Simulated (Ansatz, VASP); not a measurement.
## AgCl (Chlorargyrite) in VASP and in Ansatz

INCAR

```
  ALGO = Normal
  EDIFF = 1E-6
  ENCUT = 520
  GGA = PE
  ISIF = 2
  ISMEAR = -1
  LASPH = T
  LCHARG = F
  LREAL = F
  LWAVE = F
  NBANDS = 16
  NELM = 100
  PREC = Accurate
  SIGMA = 0.03
```

The input KPOINTS:

```
k-points
0
Gamma
  5 5 5
```

File POSCAR:

```
AgCl
1.0
    0.0000000000      2.7350000000      2.7350000000
    2.7350000000      0.0000000000      2.7350000000
    2.7350000000      2.7350000000      0.0000000000
Ag Cl
1 1
Direct
    0.0000000000      0.0000000000      0.0000000000
    0.5000000000      0.5000000000      0.5000000000
```

Contents of input.yaml:

```yaml
crystal:
  lattice:
    - [0.0, 2.735, 2.735]
    - [2.735, 0.0, 2.735]
    - [2.735, 2.735, 0.0]
  atoms:
    - { symbol: Ag, position: [0.0, 0.0, 0.0] }
    - { symbol: Cl, position: [0.5, 0.5, 0.5] }
kpoints:
  mp_grid: { grid: [5, 5, 5] }
scf:
  occupations: { method: fermi_dirac, width: 0.03 }
hamiltonian:
  xc: pbe
  pseudopotentials: { kind: all_electron, lapw: { basis_error: 0.001 } }
output:
  forces: true
  stress: true
  eigenvalues: true
```

Alike in both runs: task single point; functional PBE; k mesh 5 × 5 × 5; occupations fermi-dirac, width 0.03 eV; no spin polarisation.

|  | VASP | Ansatz |
| --- | --- | --- |
| version | VASP 6.6.1 | Ansatz 0.2.0 |
| potentials or method | VASP PAW PBE potentials, release 64 (Ag, Cl) | all-electron LAPW, scalar-relativistic |
| plane-wave cutoff (eV) | 520 | see its input |

Ansatz gave:

| Quantity | Value |
| --- | --- |
| gap on the k mesh at the Fermi level (eV) | 1.06 |
| least direct gap on the mesh (eV) | 3.40 |
| pressure (GPa) | 4.0 |

Q: Estimate VASP's values.

A: gap on the k mesh at the Fermi level (eV): 1.06; least direct gap on the mesh (eV): 3.40; pressure (GPa): 3.8.

Ansatz ran all-electron here, so the differences hold the error of VASP's frozen core and of both bases.

Caveats: an odd mesh through Γ misses points on the zone boundary, where band edges often lie. As with any semilocal functional, this PBE gap is likely too small.
